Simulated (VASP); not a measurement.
# Cl2 in VASP: further runs, part 2 of 2

VASP 6.6.1. The steps go on from the part before.

### 5 Single point, PBE

File INCAR:

```
SYSTEM = Cl
PREC = Accurate ; ENCUT = 300
EDIFF = 1E-6 ; ISMEAR = 0
SIGMA = 0.01 ; LREAL = .False.
LASPH = .True. ; NELM = 120
ALGO = Normal ; ISIF = 2
LWAVE = .False. ; LCHARG = .False.
GGA = PE ; NBANDS = 14
```

File KPOINTS:

```
Automatic mesh
0
Gamma
  1 1 1
  0 0 0
```

File POSCAR:

```
Cl                                      
1.0
   12.0000000000      0.0000000000      0.0000000000
    0.0000000000     12.5000000000      0.0000000000
    0.0000000000      0.0000000000     13.0000000000
  Cl            
     2
Direct
     0.4499999994456298    0.4699999998462515    0.4233195554269906
     0.4500000005543759    0.4700000001537462    0.5766804445730095
```

Potentials or basis: VASP PAW PBE potentials, release 64 (Cl).

Run with:

```
cat potpaw_PBE.64/Cl/POTCAR > POTCAR
mpirun -np 4 vasp_std > vasp.out
```

OUTCAR:

```text
SYSTEM = Cl
   PREC = Accurate
   ENCUT = 300
   EDIFF = 1E-6
   ISMEAR = 0
   LREAL = .False.
   LASPH = .True.
   NELM = 120
   ISIF = 2
   GGA = PE

 ion  position               nearest neighbor table
   1  0.450  0.470  0.423-   2 1.99
   2  0.450  0.470  0.577-   1 1.99

  LATTYP: Found a simple orthorhombic cell.
 ALAT       =    12.0000000000
 B/A-ratio  =     1.0416666667
 C/A-ratio  =     1.0833333333

  Lattice vectors:

 A1 = (  12.0000000000,   0.0000000000,   0.0000000000)
 A2 = (   0.0000000000,  12.5000000000,   0.0000000000)
 A3 = (   0.0000000000,   0.0000000000,  13.0000000000)

Analysis of symmetry for initial positions (statically):
=====================================================================
 Subroutine PRICEL returns:
 Original cell was already a primitive cell.

 Routine SETGRP: Setting up the symmetry group for a
 simple orthorhombic supercell.

 Subroutine GETGRP returns: Found  8 space group operations
 (whereof  2 operations were pure point group operations)
 out of a pool of  8 trial point group operations.

The static configuration has the point symmetry C_1h.
 The point group associated with its full space group is D_2h.

Analysis of symmetry for dynamics (positions and initial velocities):
=====================================================================
 Subroutine PRICEL returns:
 Original cell was already a primitive cell.

 Routine SETGRP: Setting up the symmetry group for a
 simple orthorhombic supercell.

 Subroutine GETGRP returns: Found  8 space group operations
 (whereof  2 operations were pure point group operations)
 out of a pool of  8 trial point group operations.

The dynamic configuration has the point symmetry C_1h.
 The point group associated with its full space group is D_2h.

 Subroutine INISYM returns: Found  8 space group operations
 (whereof  2 operations are pure point group operations),
 and found     1 'primitive' translations

----------------------------------------------------------------------------------------

                                     Primitive cell

  volume of cell :    1950.0000

  direct lattice vectors                    reciprocal lattice vectors
    12.000000000  0.000000000  0.000000000     0.083333333  0.000000000  0.000000000
     0.000000000 12.500000000  0.000000000     0.000000000  0.080000000  0.000000000
     0.000000000  0.000000000 13.000000000     0.000000000  0.000000000  0.076923077

  length of vectors
    12.000000000 12.500000000 13.000000000     0.083333333  0.080000000  0.076923077

  position of ions in fractional coordinates (direct lattice)
     0.449999999  0.470000000  0.423319555
     0.450000001  0.470000000  0.576680445

  ion indices of the primitive-cell ions
   primitive index   ion index
                 1           1
                 2           2

----------------------------------------------------------------------------------------

 KPOINTS: Automatic mesh

Automatic generation of k-mesh.
 Grid dimensions read from file:
 generate k-points for:    1    1    1

 Generating k-lattice:

  Cartesian coordinates                     Fractional coordinates (reciprocal lattice)
     0.083333333  0.000000000  0.000000000     1.000000000  0.000000000  0.000000000
     0.000000000  0.080000000  0.000000000     0.000000000  1.000000000  0.000000000
     0.000000000  0.000000000  0.076923077     0.000000000  0.000000000  1.000000000

  Length of vectors
     0.083333333  0.080000000  0.076923077

  Shift w.r.t. Gamma in fractional coordinates (k-lattice)
     0.000000000  0.000000000  0.000000000

 Subroutine IBZKPT returns following result:
 ===========================================

 Found      1 irreducible k-points:

 Following reciprocal coordinates:
            Coordinates               Weight
  0.000000  0.000000  0.000000      1.000000
   k-points           NKPTS =      1   k-points in BZ     NKDIM =      1   number of bands    NBANDS=     16
   number of dos      NEDOS =    301   number of ions     NIONS =      2
   total plane-waves  NPLWV = 403200
   dimension x,y,z NGX =    70 NGY =   72 NGZ =   80
   dimension x,y,z NGXF=   140 NGYF=  144 NGZF=  160
   ions per type =               2
   NGX,Y,Z   is equivalent  to a cutoff of   9.70,  9.58, 10.23 a.u.
   NGXF,Y,Z  is equivalent  to a cutoff of  19.40, 19.15, 20.46 a.u.
 SYSTEM =  Cl
   PREC   = accura    normal or accurate (medium, high low for compatibility)
   ISTART =      0    job   : 0-new  1-cont  2-samecut
   ICHARG =      2    charge: 1-file 2-atom 10-const
   ISPIN  =      1    spin polarized calculation?
   LNONCOLLINEAR =      F non collinear calculations
   LSORBIT =      F    spin-orbit coupling
   LASPH  =      T    aspherical Exc in radial PAW
   ENCUT  =  300.0 eV  22.05 Ry    4.70 a.u.  16.95 17.65 18.36*2*pi/ulx,y,z
   NELM   =    120;   NELMIN=  2; NELMDL= -5     # of ELM steps
   EDIFF  = 0.1E-05   stopping-criterion for ELM
   LREAL  =      F    real-space projection
   EDIFFG = 0.1E-04   stopping-criterion for IOM
   NSW    =      0    number of steps for IOM
   IBRION =     -1    ionic relax: 0-MD 1-quasi-New 2-CG
   NFREE  =      0    steps in history (QN), initial steepest desc. (CG)
   ISIF   =      2    stress and relaxation
   ISYM   =      2    0-nonsym 1-usesym 2-fastsym
   POTIM  = 0.5000    time-step for ionic-motion
   TEBEG  =    0.0;   TEEND  =   0.0 temperature during run
   PSTRESS=    0.0 pullay stress
   NELECT =      14.0000    total number of electrons
   NUPDOWN=      -1.0000    fix difference up-down
   EMIN   =  10.00;   EMAX   =-10.00  energy-range for DOS
   EFERMI =   0.00;   METHOD = LEGACY
   ISMEAR =     0;   SIGMA  =   0.01  broadening in eV -4-tet -1-fermi 0-gaus
   EFERMI_NEDOS =   21; number of points for ismear=-14 and -15
   IALGO  =     38    algorithm
   IMIX   =      4    mixing-type and parameters
     AMIX     =   0.40;   BMIX     =  1.00
     AMIX_MAG =   1.60;   BMIX_MAG =  1.00
  volume/ion in A,a.u.               =     975.00      6579.62
  Fermi-wavevector in a.u.,A,eV,Ry     =   0.315820  0.596813  1.357074  0.099742
  Thomas-Fermi vector in A             =   1.198322
   LORBIT       =      0    0 simple, 1 ext, 2 COOP (PROOUT), +10 PAW based schemes
   GGA     = PE    functional components
   LHFCALC =     F    Hartree Fock is set to
   AEXX    =    0.0000 exact exchange contribution
   IVDW    =     0    specifies the selected vdW correction
   LEPSILON=     F    determine dielectric tensor
   LRPA    =     F    only Hartree local field effects (RPA)
 non-spin polarized calculation
 Gauss-broadening in eV      SIGMA  =   0.01
  energy-cutoff  :      300.00
  volume of cell :     1950.00
 maximum number of plane-waves:     23007
 NGX is ok and might be reduce to    70
   NGX = 33   NGY = 35   NGZ = 37

 number of electron      13.9999999 magnetization

 Free energy of the ion-electron system (eV)
  ---------------------------------------------------
  ext. energy  EPLUGINS =         0.00000000
  ---------------------------------------------------
  free energy    TOTEN  =        -3.59057802 eV

  energy without entropy =       -3.59057802  energy(sigma->0) =       -3.59057802

 E-fermi :  -7.0551     XC(G=0):  -0.5086

 val. band max:       -7.1113977734   @ k =   0.0000   0.0000   0.0000
 cond. band min:      -4.0545136153   @ k =   0.0000   0.0000   0.0000
 fundamental gap:      3.0568841582
 Fermi energy:        -7.0551248103

 k-point     1 :       0.0000    0.0000    0.0000
  band No.  band energies     occupation
      1     -23.3554      2.00000
      2     -19.1076      2.00000
      3     -11.7836      2.00000
      4      -9.7739      2.00000
      5      -9.7736      2.00000
      6      -7.1116      2.00000
[... 8 lines left out ...]
     15       0.9774      0.00000
     16       1.6386      0.00000

------------------------ aborting loop because EDIFF is reached ----------------------------------------

  FORCE on cell =-STRESS in cart. coord.  units (eV):
  Direction    XX          YY          ZZ          XY          YZ          ZX
  --------------------------------------------------------------------------------------
  -------------------------------------------------------------------------------------
  Total       -0.2025807     -0.1921660     -0.1135072      0.0000000      0.0000000      0.0000000
  in kB       -0.1664462     -0.1578893     -0.0932609      0.0000000      0.0000000      0.0000000
  external PRESSURE =      -0.1391988 kB  Pullay stress =       0.0000000 kB

 VOLUME and BASIS-vectors are now :
 -----------------------------------------------------------------------------
  energy-cutoff  :      300.00
  volume of cell :     1950.00
      direct lattice vectors                 reciprocal lattice vectors
    12.000000000  0.000000000  0.000000000     0.083333333  0.000000000  0.000000000
     0.000000000 12.500000000  0.000000000     0.000000000  0.080000000  0.000000000
     0.000000000  0.000000000 13.000000000     0.000000000  0.000000000  0.076923077

 POSITION                                       TOTAL-FORCE (eV/Angst)
 -----------------------------------------------------------------------------------
      5.40000      5.87500      5.50315        -0.000000      0.000000     -0.011952
      5.40000      5.87500      7.49685         0.000000      0.000000      0.011952
 -----------------------------------------------------------------------------------
    total drift:                               -0.000014     -0.000124      0.000009

  FREE ENERGIE OF THE ION-ELECTRON SYSTEM (eV)
  ---------------------------------------------------
  free  energy   TOTEN  =        -3.5905780210 eV

  energy  without entropy=       -3.5905780210  energy(sigma->0) =       -3.59057802
```

OSZICAR:

```text
N       E                     dE             d eps       ncg     rms          rms(c)
DAV:   1     0.730041386629E+02    0.73004E+02   -0.27212E+03    48   0.304E+02
DAV:   2     0.574611445735E+01   -0.67258E+02   -0.66001E+02    56   0.743E+01
DAV:   3    -0.355873818788E+01   -0.93049E+01   -0.92595E+01    48   0.310E+01
[... 12 lines left out ...]
DAV:  16    -0.359054512384E+01   -0.68302E-04   -0.31234E-06    32   0.651E-03    0.619E-03
DAV:  17    -0.359056764196E+01   -0.22518E-04   -0.79885E-07    40   0.314E-03    0.247E-03
DAV:  18    -0.359057337346E+01   -0.57315E-05   -0.76561E-08    40   0.111E-03    0.288E-03
DAV:  19    -0.359057734733E+01   -0.39739E-05   -0.53742E-08    32   0.977E-04    0.328E-04
DAV:  20    -0.359057802097E+01   -0.67364E-06   -0.17656E-09    32   0.354E-04
   1 F= -.35905780E+01 E0= -.35905780E+01  d E =-.180595E-15
```

Run time: 15 s. Hardware: 4 MPI ranks of Intel Xeon Platinum 8259CL at 2.50GHz (Skylake/Cascade Lake), shared host; peak memory 0.3 GiB.

What came out:

```yaml
Free_energy: -3.5906 eV
Largest_force: 0.012 eV/Å
Gap_between_the_frontier_levels: 3.06 eV
```

Forces on the atoms (eV/Å):
```
Cl   0.000  0.000 -0.012
Cl   0.000  0.000  0.012
```

Levels at points of the mesh, in eV from the valence-band top:
| k point | band 3 | band 4 | band 5 | band 6 | band 7 | band 8 | band 9 | band 10 | band 11 | band 12 |
| --- | --- | --- | --- | --- | --- | --- | --- | --- | --- | --- |
| (0.00, 0.00, 0.00) | -4.67 | -2.66 | -2.66 | 0.00 | 0.00 | 3.06 | 6.78 | 7.70 | 7.78 | 7.87 |

Caveat: the cutoff is under 1.25 times the usual one of these potentials, so pressure, stress and relaxed cells hold a basis-set (Pulay) error.

### 6 Single point, PBE

INCAR: that of step 5 with these lines changed.

```diff
@@ -1,3 +1,3 @@
 SYSTEM = Cl
-PREC = Accurate ; ENCUT = 300
+PREC = Accurate ; ENCUT = 600
 EDIFF = 1E-6 ; ISMEAR = 0
```

KPOINTS is that of step 5.

POSCAR is that of step 5.

Potentials or basis: VASP PAW PBE potentials, release 64 (Cl).

Run with:

```
cat potpaw_PBE.64/Cl/POTCAR > POTCAR
mpirun -np 4 vasp_std > vasp.out
```

Run time: 48 s. Hardware: 4 MPI ranks of Intel Xeon Platinum 8259CL at 2.50GHz (Skylake/Cascade Lake), shared host; peak memory 0.58 GiB.

It converged, with:

```
Free energy                     : -3.5984 eV
Gap between the frontier levels : 3.06 eV
```

Levels at points of the mesh, in eV from the valence-band top:
```
           k point  band 5  band 6  band 7  band 8  band 9  band 10
(0.00, 0.00, 0.00)   -2.66    0.00    0.00    3.06    6.78     7.70
```

### 7 The runs side by side

```tsv
level	cutoff (eV)	grid for exact exchange (PRECFOCK)	screening parameter	exchange at q = 0	gap on the mesh (eV)	largest force (eV/Å)
r2SCAN	450	-	-	-	3.46	0.27
HSE06	450	Fast	0.2 1/A	-	4.79	0.56
PBE0	450	Fast	-	truncated	5.55	0.57
PBE	300	-	-	-	3.06	0.01
PBE	600	-	-	-	3.06	-
```

Alike in all rows: task single point; potentials or basis VASP PAW PBE potentials, release 64 (Cl); no spin polarisation; cell as given; k mesh 1 × 1 × 1; smearing gaussian 0.01 eV.

On the cell as given the gap runs from 3.06 eV (PBE) to 5.55 eV (PBE0).

Caveats: the PAW data sets were made with another functional, which shifts forces and pressure a little (some runs); the cutoff is under 1.25 times the usual one of these potentials, so pressure, stress and relaxed cells hold a basis-set (Pulay) error (some runs).

Absolute energies hang on the potentials; compare differences alone.
